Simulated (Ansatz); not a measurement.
## SiC: a prediction, then the measurements

Level of theory: DFT PBE, scalar-relativistic, plane waves, PAW (Ansatz).

Settings: cutoff 420 eV, Γ-centred mesh 12×12×6 on the computed 4-atom cell, Gaussian smearing of 0.02 eV; no spin polarisation.

Relaxed structure, symmetry kept:

```yaml
crystal:
  lattice:
    - [3.09177, 0.00000, 0.00000]
    - [-1.54588, 2.67755, 0.00000]
    - [0.00000, 0.00000, 5.07402]
  atoms:
    - { symbol: Si, position: [0.33333, 0.66667, 0.00456] }
    - { symbol: Si, position: [0.66667, 0.33333, 0.50456] }
    - { symbol: C, position: [0.33333, 0.66667, 0.38044] }
    - { symbol: C, position: [0.66667, 0.33333, 0.88044] }
```

```json
{"Space group": "P6_3mc (No. 186)", "Volume per atom": "70.9 bohr³", "Formation energy from the elements' standard states (uncorrected)": "-0.200 eV/atom", "Kohn–Sham band gap": "2.31 eV, indirect from Γ to K", "Löwdin character of the top 1 eV of the valence band": "C 2p 83 %, Si 3p 13 %", "Löwdin character of the lowest 1 eV of the conduction band": "Si 3p 44 %, C 2s 15 %, C 2p 12 %, Si 3s 10 %, unprojected 20 %", "Electron masses at the edge by Cartesian direction of the standard setting (m_e; degenerate bands sorted by energy; no spin-orbit coupling)": "x: 0.44; y: 0.44; z: 0.26", "Hole masses at the edge by Cartesian direction of the standard setting (m_e; degenerate bands sorted by energy; no spin-orbit coupling)": "x: 2.4, 0.33; y: 2.4, 0.33; z: 1.5, 1.5", "Bulk modulus": "213 GPa", "Its pressure derivative": "3.9", "Bader charges (e)": "Si (2 in the cell) 2.76, C (2 in the cell) -2.76"}
```

**What was measured.**

A printed reference work, textbook reports, for a bulk crystal of SiC at 300 K: lattice constant a 3.0806 Å; lattice constant c 15.1173 Å.

Measured lattice constant a of SiC: 3.0806 Å (300 K; a printed reference work, textbook). This calculation gives 3.092 Å (+0.4 %). The measured c of this compound is far from this cell's, so the row may belong to another stacking. Measured lattice constant c of SiC: 15.1173 Å (300 K; a printed reference work, textbook). This calculation gives 5.074 Å (-66.4 %). So large a difference can come from the functional (as between layers that it hardly binds), but also from another choice of axes, another phase or a misread value. The calculation is for 0 K without zero-point motion.